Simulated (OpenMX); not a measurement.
The system is MgS (Niningerite).

```
CELL_PARAMETERS angstrom
3.67929 0.00000 0.00000
1.83964 3.18636 0.00000
1.83964 1.06212 3.00413
ATOMIC_POSITIONS crystal
S 0.50000 0.50000 0.50000
Mg 0.00000 0.00000 0.00000
```

Base run:

```yaml
Program: OpenMX 3.8.5
Functional: PBE
Dispersion: D3(BJ)
Potentials_or_basis: OpenMX 2013 PBE set, S7.0-s2p2d1f1, Mg7.0-s3p2d1, grid cutoff 500 Ry
k_mesh: 7 × 7 × 7
Occupations: fermi-dirac, width 0.05 eV
Spin: no spin polarisation
```

Its results: band gap on the k mesh 2.95 eV, indirect (least direct gap 3.83 eV); pressure -1.5 GPa.

**Question.** The run is repeated on the same cell with these changes: dispersion from D3(BJ) to none. What comes out?

**Answer.** Band gap on the k mesh 2.95 eV, indirect (least direct gap 3.83 eV); pressure 1.8 GPa.

Dispersion adds attraction, which lowers the pressure at fixed volume and, as a term added to the energy, leaves the levels alone.

Caveats: an odd mesh through Γ misses points on the zone boundary, where band edges often lie; the basis of atomic orbitals isn't converged, which shifts pressures, moduli and gaps.
